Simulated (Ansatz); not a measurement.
# InAs (F-43m) in Ansatz: single point with PBE

Aim: the single point of InAs with PBE.

Everything below comes from runs of Ansatz 0.2.0. Logs are shortened: lines on timing, memory, paths and dates and some standing lists are left out, and cuts for length are marked.

**Experimental background.**

A printed reference work, data compilation reports, for a bulk crystal of InAs at 4.2 K: band gap 0.418 eV (direct).

The results are compared with them further down.

### Step 1. The structure

It takes space group F-43m (No. 216, cubic). The conventional cell has a = 6.036 Å, b = 6.036 Å, c = 6.036 Å, α = 90.00°, β = 90.00°, γ = 90.00°. Around In (site symmetry -43m) lie 4 As at 2.61 Å. As (site symmetry -43m) has 4 In at 2.61 Å as nearest neighbours.

### Step 2. Single point, PBE

input.yaml

```yaml
crystal:
  lattice:
    - [0.0, 3.018, 3.018]
    - [3.018, 0.0, 3.018]
    - [3.018, 3.018, 0.0]
  atoms:
    - { symbol: In, position: [0.0, 0.0, 0.0] }
    - { symbol: As, position: [0.75, 0.75, 0.75] }
hamiltonian:
  xc: pbe
  pseudopotentials: { kind: paw }
kpoints:
  mp_grid: { grid: [8, 8, 8] }
scf:
  occupations: { method: gaussian, width: 0.012 }
output:
  forces: true
  stress: true
  eigenvalues: true
  write_density: true
  write_potential: true
  elf: true
  volumetric_format: npy
```

Potentials or basis: Ansatz PAW.

Launch:

```console
$ ansatz run input.yaml --threads 2 --pin off --max-ram 5632MiB --backend cpu --events-out ev --progress --plain --runs-dir out
```

The log of the run:

```text
Warning: RAYON_NUM_THREADS=2 ignored (pool sized by the plan → 2); use --threads N
Engine: ansatz 0.2.0, x86_64-unknown-linux-gnu
Pseudopotentials: kind: paw
Pseudopotential: In, paw, valence charge 13, recommended cutoff 420 eV (normal), In.paw.azcp
Pseudopotential: As, paw, valence charge 15, recommended cutoff 420 eV (normal), As.paw.azcp
Functional definition: PBE
  parameter kappa = 0.804
  parameter beta = 0.06672455060314922
  exchange = pbe_x(kappa = kappa, mu = beta*pi^2/3)
  correlation = pbe_c(beta = beta)
Crystal: 2 atoms, lattice volume = 54.978 Å³
Basis set: ecut = 420 eV, 1067 PW (Γ), exchange–correlation on 60×60×60 points (8 copies of the dense FFT grid, shifted against one another)
Bands: 18, of which v1, the nominal top of the filled ones, is band 14 counted from 1 (13 counted from 0)
Symmetry: 24 space group operations
Space group: F-43m (ITA 216), of the structure as read, at distance tolerance 3.8e-5 Å
k-points: 29 of 512 (time reversal used)
Non-local potential: In, projectors of the file, l = 0: 2, l = 1: 2, l = 2: 2, l = 3: 2
Non-local potential: As, projectors of the file, l = 0: 2, l = 1: 2, l = 2: 3, l = 3: 1
PAW form: soft (Blöchl's): semilocal exchange-correlation on the pseudo side does not see the compensation charge
PAW one-centre angular grid: In, 590 points (default); XC on 64 Gauss nodes
PAW one-centre angular grid: As, 590 points (default); XC on 64 Gauss nodes
Initial density: superposition of atomic densities (neutral atoms: chi_scale 0, normalization atom), corrected by the library's trained network
Initial wavefunctions: pseudopotential atomic-orbital guess
Functional: x = pbe(κ = 0.804, μ = 0.2195149727645171), c = pbe(β = 0.06672455060314922)
SCF iter   1: F=—  HF=-10454.415897 eV  |F-HF|=—  |Δ(HF+E_count)|=         —  Δρ=2.35e-3  dr2=6.53e-3  ethr=1.77e-3  ⟨swp⟩=6.1  Hψ=2553  notcnv=0
preconditioner: auto → none  [insulator: Δε(μ)=0.941 eV  Ē_g=14.778 eV  σ=0.012 eV  W_gap=0.67  n_scr=14 (ndim 8)  ℏωp=21.2 eV  f_vac=0.106  D(μ)=0.50/eV (n_scr^D=0)  ε∞_Penn≈3.1]
SCF iter   2: F=—  HF=-10454.413081 eV  |F-HF|=—  |Δ(HF+E_count)|=   2.82e-3  Δρ=9.80e-4  dr2=5.39e-4  ethr=2.33e-5  ⟨swp⟩=2.9  Hψ=1190  notcnv=0
SCF iter   3: F=—  HF=-10454.412971 eV  |F-HF|=—  |Δ(HF+E_count)|=   1.10e-4  Δρ=2.84e-4  dr2=5.12e-5  ethr=1.92e-6  ⟨swp⟩=2.0  Hψ=899  notcnv=0
SCF iter   4: F=—  HF=-10454.413006 eV  |F-HF|=—  |Δ(HF+E_count)|=   3.51e-5  Δρ=1.03e-4  dr2=6.02e-6  ethr=1.83e-7  ⟨swp⟩=2.0  Hψ=642  notcnv=0
SCF iter   5: F=—  HF=-10454.413014 eV  |F-HF|=—  |Δ(HF+E_count)|=   8.26e-6  Δρ=3.12e-5  dr2=5.96e-7  ethr=2.15e-8  ⟨swp⟩=2.0  Hψ=929  notcnv=0
SCF iter   6: F=-10454.413014 eV  HF=-10454.413014 eV  |F-HF|=3.98e-9  |Δ(HF+E_count)|=   9.23e-8  Δρ=4.64e-6  dr2=9.21e-9  ethr=3.57e-10  ⟨swp⟩=9.7  Hψ=3883  notcnv=0
SCF 1 converged in 6 iterations: F = -10454.413014 eV  dr2 = 9.21e-9
  Residual-converged pass: ⟨swp⟩=1.1  Hψ=640  notcnv=0  max |occ|·‖R‖ = 7.0e-9 eV (tolerance 1.0e-8 eV)  dr2=9.21e-9  dr2_onsite=2.89e-8  max |Δocc| = 9.2e-10
SCF converged after 6 iterations
Free energy (F): -10454.413014 eV
Harris-Foulkes:  -10454.413014 eV  (|F-HF|=3.98e-9)
Internal energy: -10454.412978 eV  (E = F + TS)
E sigma→0 (E₀):  -10454.412996 eV
Entropy (-TS):   -0.000036 eV (-0.018 meV/atom)
Fermi energy:    7.925714 eV
--- Per-component energies (eV) ---
  E_band       = -309.881787
  E_kinetic    = 347.392319
  E_local      = -3267.659857  (includes V_loc(G=0)·N_el)
  E_nonlocal   = -303.267012
  E_hartree    = 1582.485606
  E_xc         = -294.805806
  E_vxc        = -178.993057  (∫ρ·V_xc dr)
  E_paw        = -5990.758846  (= ΣΔE_a)
  E_vpaw       = -72.330281  (= ΣTr[D̂ρ^β])
  E_aug_tail   = 0.000035  (compensation charges beyond the density's cutoff)
  E_ewald      = -2527.799418
  E_smearing   = -0.000036  (= −TS)
  E_closure    = 0.000000  (closes the sum)
  Σ components = -10454.413014   (vs F -10454.413014, Δ=0.00e0)
--- Forces (eV/Å), atoms counted from 1 ---
  atom   1  In    -0.00000000     0.00000000     0.00000000
  atom   2  As     0.00000000    -0.00000000     0.00000000
  max |Σ_I F_I| component: 2.38e-16 eV/Å
--- Stress (GPa, compression-positive) ---
        4.292024       0.000000      -0.000000
       -0.000000       4.292024       0.000000
        0.000000       0.000000       4.292024
  P = ⅓ Tr σ = 4.2920 GPa (42.920 kbar)
--- Band table (eV; the first three rows and the last of 29) ---
  k-point 0: bands = ["-27.0528", "-27.0528", "-27.0528", "-27.0447", "-27.0447", "-6.4759", "-6.4759", "-6.4759", "-6.3479", "-6.3479", "-3.9771", "7.7517", "7.9221", "7.9221", "7.9221", "11.8424", "11.8424", "11.8424"]
  k-point 1: bands = ["-27.0528", "-27.0528", "-27.0528", "-27.0447", "-27.0447", "-6.4967", "-6.4699", "-6.4699", "-6.3480", "-6.3480", "-3.8140", "6.0425", "7.7286", "7.7286", "9.0419", "11.9983", "12.1243", "12.1243"]
  k-point 2: bands = ["-27.0528", "-27.0527", "-27.0527", "-27.0447", "-27.0447", "-6.5434", "-6.4570", "-6.4570", "-6.3467", "-6.3467", "-3.3673", "4.2190", "7.3476", "7.3476", "9.1850", "12.5596", "12.5596", "13.1050"]
  k-point 28: bands = ["-27.0528", "-27.0528", "-27.0523", "-27.0447", "-27.0444", "-6.6394", "-6.4244", "-6.4001", "-6.3636", "-6.3398", "-1.8933", "2.2131", "4.9524", "5.0343", "12.1613", "12.2211", "12.9436", "14.0176"]
```

Run time: 2.1 s. Hardware: 2 threads of Intel Xeon at 2.70GHz, shared host; peak memory 0.38 GiB.

What came out:

```
Free energy            : -10454.4130 eV
Pressure               : 4.3 GPa
Band gap on the k mesh : none (metal or under the smearing width)
```

Levels at points of the mesh, in eV from the Fermi level:
```csv
k point,band 12,band 13,band 14,band 15,band 16,band 17
"(0.00, 0.00, 0.00)",-0.17,0.00,0.00,0.00,3.92,3.92
"(0.00, 0.00, -0.50)",-5.79,-1.00,-1.00,0.97,4.69,4.69
"(0.00, -0.50, -0.50)",-5.86,-2.34,-2.34,1.54,2.07,9.22
```

Caveat: this crystal is a semiconductor, whose small gap the functional closes, so the metal is an error of the method.

### Step 3. Comparison with measurements

Step 2. Measured gap of InAs: 0.418 eV (direct; 4.2 K; a printed reference work, data compilation). This calculation gives 0.00 eV (-0.42 eV). Spin-orbit coupling on As, In is left out. The value is that of PBE on a finite k mesh, which can miss the band edges, without temperature or zero-point motion. Semilocal functionals fall short of measured gaps as a rule.
